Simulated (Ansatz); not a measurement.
I need a convergence test of the k-point mesh of SnO2, space group P6_3/mmc. Use Ansatz's Python interface. Settings (first run): PBEsol, PAW, the default cutoff (420 eV here), 3×3×1 k-points, cold smearing of 0.01 eV. The script varies mesh: (3, 3, 1), (6, 6, 1), (6, 6, 2), (12, 12, 2), (12, 12, 4).

`sno2.xyz`
```text
6
Lattice="3.23057562 0.0 0.0 -1.61528781 2.79776055 0.0 0.0 0.0 10.790562" Properties=species:S:1:pos:R:3 pbc="T T T"
Sn    0.00000000    0.00000000    5.39528100
Sn    0.00000000    0.00000000    0.00000000
O     1.61528782    0.93258684    4.37947907
O     1.61528782    0.93258684    1.01580193
O    -0.00000002    1.86517371    6.41108293
O    -0.00000002    1.86517371    9.77476007
```

The script, `sno2.py`:
```python
"""k-point test for SnO2."""

import ansatz as az
import matplotlib.pyplot as plt

FUNCTIONAL = "pbesol"
SMEARING = "cold"
SMEARING_WIDTH = 0.01

xtal = az.Crystal.from_extxyz("sno2.xyz")

base = (
    xtal.calculation()
    .functional(FUNCTIONAL)
    .pseudopotentials("paw")
    .occupations(SMEARING, width=SMEARING_WIDTH)
)

rows = []
for value in [(3, 3, 1), (6, 6, 1), (6, 6, 2), (12, 12, 2), (12, 12, 4)]:
    summary = base.kpoints(mesh=value).run(threads=1).report
    rows.append((value, summary["free_energy_ev"] / len(summary["lattice"]["sites"]), summary["n_iterations"], summary["n_kpoints"]))

print("        mesh   F/atom (eV)    iterations      k-points")
for row in rows:
    print(f"{str(row[0]):>12s}  {row[1]:12.5f}  {row[2]:12d}  {row[3]:12d}")

# differences from the last row
for row in rows[:-1]:
    shift = 1000 * (row[1] - rows[-1][1])
    print(f"{row[0]}: {shift:+.2f} meV/atom" + ("  (within 5 meV)" if abs(shift) < 5 else ""))
plt.figure(figsize=(4.5, 3))
plt.plot([str(row[0]) for row in rows], [1000 * (row[1] - rows[-1][1]) for row in rows], "o-")
plt.xlabel("mesh")
plt.ylabel("F - F(last) (meV/atom)")
plt.tight_layout()
plt.savefig("kconv.png", dpi=100)
```

```console
$ python sno2.py
DeckWarning: basis.ecutwfc = 420 eV, auto-derived from the records' recommended cutoffs: set by Sn (normal level)
        mesh   F/atom (eV)    iterations      k-points
   (3, 3, 1)   -2356.95715             6             3
   (6, 6, 1)   -2356.98535             6             7
   (6, 6, 2)   -2356.98624             6            14
 (12, 12, 2)   -2356.98646             6            38
 (12, 12, 4)   -2356.98648             6            57
(3, 3, 1): +29.33 meV/atom
(6, 6, 1): +1.13 meV/atom  (within 5 meV)
(6, 6, 2): +0.25 meV/atom  (within 5 meV)
(12, 12, 2): +0.02 meV/atom  (within 5 meV)
```
(Warnings from the package without file and line.)

From 6×6×1 on it stays within 5 meV an atom of the value at 12×12×4; the first row (3×3×1) is off by 29.3 meV and the last but one by 0.02 meV.

Caveats:
- The structure comes from a database of computed cells and needn't be a stable or known phase.
- Shifts are counted from the finest mesh, which is itself no proven limit.
- Processor time in the engine: 11 s on 1 thread of Intel(R) Xeon(R) Processor @ 2.30GHz, on a shared host, peak memory 0.64 GiB.
